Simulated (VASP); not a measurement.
# ZnS (Wurtzite-2H) (P6_3mc) in VASP: further runs, part 2 of 2

VASP 6.6.1.

### Step 4. Relaxation of cell and atoms, r2SCAN

File INCAR:

```
SYSTEM = ZnS
  PREC = Accurate
  ENCUT = 600
  EDIFF = 1E-6
  ISMEAR = 0
  SIGMA = 0.03
  LREAL = .False.
  LASPH = .True.
  NELM = 80
  ALGO = Normal
  ISIF = 3
  LWAVE = .False.
  LCHARG = .False.
  METAGGA = R2SCAN
  LMIXTAU = .True.
  IBRION = 2
  NSW = 90
  EDIFFG = -0.01
```

File KPOINTS:

```
regular mesh
0
Gamma
  9 9 5
  0 0 0
```

File POSCAR:

```
ZnS
1.0
    3.8110000000      0.0000000000      0.0000000000
   -1.9055000000      3.3004228138      0.0000000000
    0.0000000000      0.0000000000      6.2340000000
Zn S
2 2
Direct
    0.3333333333      0.6666666667      0.0000000000
    0.6666666667      0.3333333333      0.5000000000
    0.3333333333      0.6666666667      0.3850000000
    0.6666666667      0.3333333333      0.8850000000
```

Potentials or basis: VASP PAW PBE potentials, release 64 (Zn, S).

Started as:

```console
$ cat potpaw_PBE.64/Zn/POTCAR potpaw_PBE.64/S/POTCAR > POTCAR
$ mpirun -np 1 vasp_std > vasp.out
```

OUTCAR:

```text
SYSTEM = ZnS
   PREC = Accurate
   ENCUT = 600
   EDIFF = 1E-6
   ISMEAR = 0
   LREAL = .False.
   LASPH = .True.
   NELM = 80
   ISIF = 3
   METAGGA = R2SCAN
   IBRION = 2
   NSW = 90
   EDIFFG = -0.01

 ion  position               nearest neighbor table
   1  0.333  0.667  0.000-   4 2.31   4 2.31   4 2.31   3 2.40
   2  0.667  0.333  0.500-   3 2.31   3 2.31   3 2.31   4 2.40
   3  0.333  0.667  0.385-   2 2.31   2 2.31   2 2.31   1 2.40
   4  0.667  0.333  0.885-   1 2.31   1 2.31   1 2.31   2 2.40

  LATTYP: Found a hexagonal cell.
 ALAT       =     3.8110000000
 C/A-ratio  =     1.6357911309

  Lattice vectors:

 A1 = (   3.8110000000,   0.0000000000,   0.0000000000)
 A2 = (  -1.9055000000,   3.3004228138,   0.0000000000)
 A3 = (   0.0000000000,   0.0000000000,   6.2340000000)

Analysis of symmetry for initial positions (statically):
=====================================================================
 Subroutine PRICEL returns:
 Original cell was already a primitive cell.

 Routine SETGRP: Setting up the symmetry group for a
 hexagonal supercell.

 Subroutine GETGRP returns: Found 12 space group operations
 (whereof  6 operations were pure point group operations)
 out of a pool of 24 trial point group operations.

The static configuration has the point symmetry C_3v.
 The point group associated with its full space group is C_6v.

Analysis of symmetry for dynamics (positions and initial velocities):
=====================================================================
 Subroutine PRICEL returns:
 Original cell was already a primitive cell.

 Routine SETGRP: Setting up the symmetry group for a
 hexagonal supercell.

 Subroutine GETGRP returns: Found 12 space group operations
 (whereof  6 operations were pure point group operations)
 out of a pool of 24 trial point group operations.

The dynamic configuration has the point symmetry C_3v.
 The point group associated with its full space group is C_6v.

 Subroutine INISYM returns: Found 12 space group operations
 (whereof  6 operations are pure point group operations),
 and found     1 'primitive' translations

----------------------------------------------------------------------------------------

                                     Primitive cell

  volume of cell :      78.4107

  direct lattice vectors                    reciprocal lattice vectors
     3.811000000  0.000000000  0.000000000     0.262398321  0.151495741  0.000000000
    -1.905500000  3.300422814  0.000000000     0.000000000  0.302991482  0.000000000
     0.000000000  0.000000000  6.234000000     0.000000000  0.000000000  0.160410651

  length of vectors
     3.811000000  3.811000000  6.234000000     0.302991482  0.302991482  0.160410651

  position of ions in fractional coordinates (direct lattice)
     0.333333333  0.666666667  0.000000000
     0.666666667  0.333333333  0.500000000
     0.333333333  0.666666667  0.385000000
     0.666666667  0.333333333  0.885000000

  ion indices of the primitive-cell ions
   primitive index   ion index
                 1           1
                 2           2
                 3           3
                 4           4

[... 65 lines left out ...]
   ISPIN  =      1    spin polarized calculation?
   LNONCOLLINEAR =      F non collinear calculations
   LSORBIT =      F    spin-orbit coupling
   LASPH  =      T    aspherical Exc in radial PAW
   ENCUT  =  600.0 eV  44.10 Ry    6.64 a.u.   7.61  7.61 12.45*2*pi/ulx,y,z
   NELM   =     80;   NELMIN=  2; NELMDL= -5     # of ELM steps
   EDIFF  = 0.1E-05   stopping-criterion for ELM
   LREAL  =      F    real-space projection
   EDIFFG = -.1E-01   stopping-criterion for IOM
   NSW    =     90    number of steps for IOM
   IBRION =      2    ionic relax: 0-MD 1-quasi-New 2-CG
   NFREE  =      1    steps in history (QN), initial steepest desc. (CG)
   ISIF   =      3    stress and relaxation
   ISYM   =      2    0-nonsym 1-usesym 2-fastsym
   POTIM  = 0.5000    time-step for ionic-motion
   TEBEG  =    0.0;   TEEND  =   0.0 temperature during run
   PSTRESS=    0.0 pullay stress
   NELECT =      36.0000    total number of electrons
   NUPDOWN=      -1.0000    fix difference up-down
   EMIN   =  10.00;   EMAX   =-10.00  energy-range for DOS
   EFERMI =   0.00;   METHOD = LEGACY
   ISMEAR =     0;   SIGMA  =   0.03  broadening in eV -4-tet -1-fermi 0-gaus
   EFERMI_NEDOS =   21; number of points for ismear=-14 and -15
   IALGO  =     38    algorithm
   IMIX   =      4    mixing-type and parameters
     AMIX     =   0.40;   BMIX     =  1.00
     AMIX_MAG =   1.60;   BMIX_MAG =  1.00
  volume/ion in A,a.u.               =      19.60       132.29
  Fermi-wavevector in a.u.,A,eV,Ry     =   1.262943  2.386617 21.701647  1.595026
  Thomas-Fermi vector in A             =   2.396326
   LORBIT       =      0    0 simple, 1 ext, 2 COOP (PROOUT), +10 PAW based schemes
   METAGGA = R2SCAN    functional components
   LHFCALC =     F    Hartree Fock is set to
   AEXX    =    0.0000 exact exchange contribution
   IVDW    =     0    specifies the selected vdW correction
   LEPSILON=     F    determine dielectric tensor
   LRPA    =     F    only Hartree local field effects (RPA)
 conjugate gradient relaxation of ions
 non-spin polarized calculation
 Gauss-broadening in eV      SIGMA  =   0.03
  energy-cutoff  :      600.00
  volume of cell :       78.41
 maximum number of plane-waves:      2639
   NGX = 15   NGY = 15   NGZ = 25

--------------------------------------- Ionic step        1  -------------------------------------------

 number of electron      36.0000045 magnetization

 Free energy of the ion-electron system (eV)
  ---------------------------------------------------
  ext. energy  EPLUGINS =         0.00000000
  ---------------------------------------------------
  free energy    TOTEN  =       -37.70387373 eV

  energy without entropy =      -37.70387373  energy(sigma->0) =      -37.70387373

------------------------ aborting loop because EDIFF is reached ----------------------------------------

  FORCE on cell =-STRESS in cart. coord.  units (eV):
  Direction    XX          YY          ZZ          XY          YZ          ZX
  --------------------------------------------------------------------------------------
  -------------------------------------------------------------------------------------
  Total        0.3694887      0.3694887     -0.5580921      0.0000000      0.0000000      0.0000000
  in kB        7.5498178      7.5498178    -11.4035773      0.0000000      0.0000000      0.0000000
  external PRESSURE =       1.2320194 kB  Pullay stress =       0.0000000 kB
[... 95 lines left out ...]
  FREE ENERGIE OF THE ION-ELECTRON SYSTEM (eV)
  ---------------------------------------------------
  free  energy   TOTEN  =       -37.7198809851 eV

  energy  without entropy=      -37.7198809851  energy(sigma->0) =      -37.71988099

[... ionic steps 4 to 7 ...]

--------------------------------------- Ionic step        8  -------------------------------------------

 number of electron      36.0000007 magnetization

------------------------ aborting loop because EDIFF is reached ----------------------------------------
[... 71 lines left out ...]
--------------------------------------- Ionic step       10  -------------------------------------------

 number of electron      36.0000006 magnetization

 Free energy of the ion-electron system (eV)
  ---------------------------------------------------
  ext. energy  EPLUGINS =         0.00000000
  ---------------------------------------------------
  free energy    TOTEN  =       -37.72573701 eV

  energy without entropy =      -37.72573701  energy(sigma->0) =      -37.72573701

 E-fermi :   2.0834     XC(G=0): -10.3107

 val. band max:        1.9135259962   @ k =   0.0000   0.0000   0.0000
 cond. band min:       4.6996025435   @ k =   0.0000   0.0000   0.0000
 fundamental gap:      2.7860765473
 Fermi energy:         2.0834098251

 k-point     1 :       0.0000    0.0000    0.0000
  band No.  band energies     occupation
      1     -11.8359      2.00000
      2     -10.8761      2.00000
      3      -4.6202      2.00000
      4      -4.6054      2.00000
      5      -4.6054      2.00000
      6      -4.5145      2.00000
[... 589 lines left out ...]
     21       7.8726      0.00000
     22      10.0261      0.00000

 [... further k-points ...]

------------------------ aborting loop because EDIFF is reached ----------------------------------------

  FORCE on cell =-STRESS in cart. coord.  units (eV):
  Direction    XX          YY          ZZ          XY          YZ          ZX
  --------------------------------------------------------------------------------------
  -------------------------------------------------------------------------------------
  Total       -0.0110681     -0.0110681     -0.0131337      0.0000000      0.0000000      0.0000000
  in kB       -0.2262360     -0.2262360     -0.2684562      0.0000000      0.0000000      0.0000000
  external PRESSURE =      -0.2403094 kB  Pullay stress =       0.0000000 kB
[... 19 lines left out ...]
  FREE ENERGIE OF THE ION-ELECTRON SYSTEM (eV)
  ---------------------------------------------------
  free  energy   TOTEN  =       -37.7257370109 eV

  energy  without entropy=      -37.7257370109  energy(sigma->0) =      -37.72573701

 reached required accuracy - stopping structural energy minimisation
```

Wall time 24 min (1 thread of Intel Xeon Platinum 8488C (Sapphire Rapids), shared host); peak memory 0.27 GiB.

What came out:

- Free energy: -37.7257 eV
- Relaxed volume: 19.60 Å³/atom
- Relaxed cell: a = 3.807 Å, b = 3.807 Å, c = 6.246 Å, α = 90.00°, β = 90.00°, γ = 120.00°
- Space group after relaxing (to 0.05 Å): P6_3mc (No. 186)
- Energy gained by relaxing: 5.5 meV/atom
- Ionic steps: 10
- Pressure after relaxing: 0.0 GPa
- Band gap on the k mesh: 2.79 eV, direct

The path:
```tsv
step	energy change (eV)	largest force (eV/Å)	pressure (GPa)	volume (Å³)
1	0.0000	0.3177	0.12	78.41
2	-0.0156	0.1171	-0.16	78.58
3	-0.0160	0.0744	-0.20	78.61
4	-0.0197	0.0360	0.05	78.36
5	-0.0211	0.0057	0.23	78.17
6	-0.0205	0.0579	0.57	77.79
7	-0.0214	0.0153	0.34	78.04
8	-0.0216	0.0043	-0.20	78.56
9	-0.0219	0.0045	0.09	78.31
10	-0.0219	0.0019	-0.02	78.38
```

Final structure:
```
Zn S
1.0
     3.80679    0.00000    0.00000
    -1.90339    3.29678    0.00000
     0.00000    0.00000    6.24562
Zn S
2 2
Cartesian
  0.0000 2.1978 0.0335
  1.9034 1.0989 3.1563
  0.0000 2.1978 2.3711
  1.9034 1.0989 5.4939
```

Levels at points of the mesh, in eV from the valence-band top:
| k point | band 15 | band 16 | band 17 | band 18 | band 19 | band 20 | band 21 | band 22 |
| --- | --- | --- | --- | --- | --- | --- | --- | --- |
| (0.00, 0.00, 0.00) | -0.92 | -0.08 | 0.00 | 0.00 | 2.79 | 3.62 | 6.80 | 6.80 |

Caveat: the PAW data sets were made with another functional, which shifts forces and pressure a little.

### Step 5. Relaxation of cell and atoms, r2SCAN

INCAR: that of step 4 with these lines changed.

```diff
@@ -3,3 +3,3 @@
   ENCUT = 600
-  EDIFF = 1E-6
+  EDIFF = 1E-7
   ISMEAR = 0
@@ -17,2 +17,2 @@
   NSW = 90
-  EDIFFG = -0.01
+  EDIFFG = -0.005
```

KPOINTS is that of step 4.

File POSCAR:

```
ZnS                                     
1.0
    3.8067882337      0.0000000000      0.0000000000
   -1.9033941169      3.2967753172     -0.0000000000
    0.0000000000      0.0000000000      6.2456165469
  Zn              S             
     2     2
Direct
     0.3333333332999970    0.6666666667000030    0.0053560639048964
     0.6666666667000030    0.3333333332999970    0.5053560639048966
     0.3333333332999970    0.6666666667000030    0.3796439360951016
     0.6666666667000030    0.3333333332999970    0.8796439360951014
```

Potentials or basis: VASP PAW PBE potentials, release 64 (Zn, S).

Started as:

```console
$ cat potpaw_PBE.64/Zn/POTCAR potpaw_PBE.64/S/POTCAR > POTCAR
$ mpirun -np 1 vasp_std > vasp.out
```

OUTCAR:

```text
SYSTEM = ZnS
   PREC = Accurate
   ENCUT = 600
   EDIFF = 1E-7
   ISMEAR = 0
   LREAL = .False.
   LASPH = .True.
   NELM = 80
   ISIF = 3
   METAGGA = R2SCAN
   IBRION = 2
   NSW = 90
   EDIFFG = -0.005

 ion  position               nearest neighbor table
   1  0.333  0.667  0.005-   4 2.33   4 2.33   4 2.33   3 2.34
   2  0.667  0.333  0.505-   3 2.33   3 2.33   3 2.33   4 2.34
   3  0.333  0.667  0.380-   2 2.33   2 2.33   2 2.33   1 2.34
   4  0.667  0.333  0.880-   1 2.33   1 2.33   1 2.33   2 2.34

  LATTYP: Found a hexagonal cell.
 ALAT       =     3.8067882337
 C/A-ratio  =     1.6406524775

  Lattice vectors:

 A1 = (   3.8067882337,   0.0000000000,   0.0000000000)
 A2 = (  -1.9033941169,   3.2967753172,   0.0000000000)
 A3 = (   0.0000000000,   0.0000000000,   6.2456165469)

Analysis of symmetry for initial positions (statically):
=====================================================================
 Subroutine PRICEL returns:
 Original cell was already a primitive cell.

 Routine SETGRP: Setting up the symmetry group for a
 hexagonal supercell.

 Subroutine GETGRP returns: Found 12 space group operations
 (whereof  6 operations were pure point group operations)
 out of a pool of 24 trial point group operations.

The static configuration has the point symmetry C_3v.
 The point group associated with its full space group is C_6v.

Analysis of symmetry for dynamics (positions and initial velocities):
=====================================================================
 Subroutine PRICEL returns:
 Original cell was already a primitive cell.

 Routine SETGRP: Setting up the symmetry group for a
 hexagonal supercell.

 Subroutine GETGRP returns: Found 12 space group operations
[... 125 lines left out ...]
   IALGO  =     38    algorithm
   IMIX   =      4    mixing-type and parameters
     AMIX     =   0.40;   BMIX     =  1.00
     AMIX_MAG =   1.60;   BMIX_MAG =  1.00
  volume/ion in A,a.u.               =      19.60       132.24
  Fermi-wavevector in a.u.,A,eV,Ry     =   1.263091  2.386895 21.706709  1.595398
  Thomas-Fermi vector in A             =   2.396465
   LORBIT       =      0    0 simple, 1 ext, 2 COOP (PROOUT), +10 PAW based schemes
   METAGGA = R2SCAN    functional components
   LHFCALC =     F    Hartree Fock is set to
   AEXX    =    0.0000 exact exchange contribution
   IVDW    =     0    specifies the selected vdW correction
   LEPSILON=     F    determine dielectric tensor
   LRPA    =     F    only Hartree local field effects (RPA)
 conjugate gradient relaxation of ions
 non-spin polarized calculation
 Gauss-broadening in eV      SIGMA  =   0.03
  energy-cutoff  :      600.00
  volume of cell :       78.38
 maximum number of plane-waves:      2641
   NGX = 15   NGY = 15   NGZ = 25

 number of electron      36.0000006 magnetization

 Free energy of the ion-electron system (eV)
  ---------------------------------------------------
  ext. energy  EPLUGINS =         0.00000000
  ---------------------------------------------------
  free energy    TOTEN  =       -37.72573466 eV

  energy without entropy =      -37.72573466  energy(sigma->0) =      -37.72573466

 E-fermi :   2.0834     XC(G=0): -10.3108

 val. band max:        1.9135676614   @ k =   0.0000   0.0000   0.0000
 cond. band min:       4.6995861852   @ k =   0.0000   0.0000   0.0000
 fundamental gap:      2.7860185238
 Fermi energy:         2.0834392949

 k-point     1 :       0.0000    0.0000    0.0000
  band No.  band energies     occupation
      1     -11.8359      2.00000
      2     -10.8760      2.00000
      3      -4.6203      2.00000
      4      -4.6055      2.00000
      5      -4.6054      2.00000
      6      -4.5145      2.00000
[... 589 lines left out ...]
     21       7.8726      0.00000
     22      10.0261      0.00000

 [... further k-points ...]

------------------------ aborting loop because EDIFF is reached ----------------------------------------

  FORCE on cell =-STRESS in cart. coord.  units (eV):
  Direction    XX          YY          ZZ          XY          YZ          ZX
  --------------------------------------------------------------------------------------
  -------------------------------------------------------------------------------------
  Total       -0.0040910     -0.0040910     -0.0066625      0.0000000     -0.0000000      0.0000000
  in kB       -0.0836208     -0.0836208     -0.1361842      0.0000000     -0.0000000      0.0000000
  external PRESSURE =      -0.1011419 kB  Pullay stress =       0.0000000 kB

 VOLUME and BASIS-vectors are now :
 -----------------------------------------------------------------------------
  energy-cutoff  :      600.00
  volume of cell :       78.38
      direct lattice vectors                 reciprocal lattice vectors
     3.806788234  0.000000000  0.000000000     0.262688634  0.151663353  0.000000000
    -1.903394117  3.296775317  0.000000000     0.000000000  0.303326707  0.000000000
     0.000000000  0.000000000  6.245616547     0.000000000  0.000000000  0.160112295

 POSITION                                       TOTAL-FORCE (eV/Angst)
 -----------------------------------------------------------------------------------
     -0.00000      2.19785      0.03345        -0.000000     -0.000000     -0.001873
      1.90339      1.09893      3.15626         0.000000      0.000000     -0.001873
     -0.00000      2.19785      2.37111        -0.000000     -0.000000      0.001873
      1.90339      1.09893      5.49392        -0.000000      0.000000      0.001873
 -----------------------------------------------------------------------------------
    total drift:                                0.000000      0.000000     -0.010479

  FREE ENERGIE OF THE ION-ELECTRON SYSTEM (eV)
  ---------------------------------------------------
  free  energy   TOTEN  =       -37.7257346640 eV

  energy  without entropy=      -37.7257346640  energy(sigma->0) =      -37.72573466

 reached required accuracy - stopping structural energy minimisation
```

Wall time 5 min (1 thread of Intel Xeon Platinum 8488C (Sapphire Rapids), shared host); peak memory 0.25 GiB.

Results:

```
Free energy             : -37.7257 eV
Pressure after relaxing : 0.0 GPa
Band gap on the k mesh  : 2.79 eV, direct
```

Final structure:
```xyz
4
Lattice="3.8068 0.0000 0.0000 -1.9034 3.2968 0.0000 0.0000 0.0000 6.2456" Properties=species:S:1:pos:R:3 pbc="T T T"
Zn    0.0000    2.1978    0.0335
Zn    1.9034    1.0989    3.1563
S     0.0000    2.1978    2.3711
S     1.9034    1.0989    5.4939
```

Caveat: the relaxation stopped at its first step, so nothing moved; the PAW data sets were made with another functional, which shifts forces and pressure a little.

### Step 6. Overview

```csv
task,cell,gap on the mesh (eV),pressure (GPa),largest force (eV/Å)
relaxation of shape and atoms at fixed volume,atoms relaxed at fixed volume from: a relaxed cell with its volume scaled by 1.02,2.69,-1.5,0.01
relaxation of shape and atoms at fixed volume,atoms relaxed at fixed volume from: a relaxed cell with its volume scaled by 1.04,2.60,-2.9,0.01
relaxation of cell and atoms,relaxed,2.79,0.0,-
```

Alike in all rows: level r2SCAN; potentials or basis VASP PAW PBE potentials, release 64 (Zn, S); no spin polarisation; k mesh 9 × 9 × 5; cutoff (eV) 600; smearing gaussian 0.03 eV.

Caveats: the PAW data sets were made with another functional, which shifts forces and pressure a little; the relaxation stopped at its first step, so nothing moved (some runs).

Absolute energies hang on the potentials; compare differences alone.
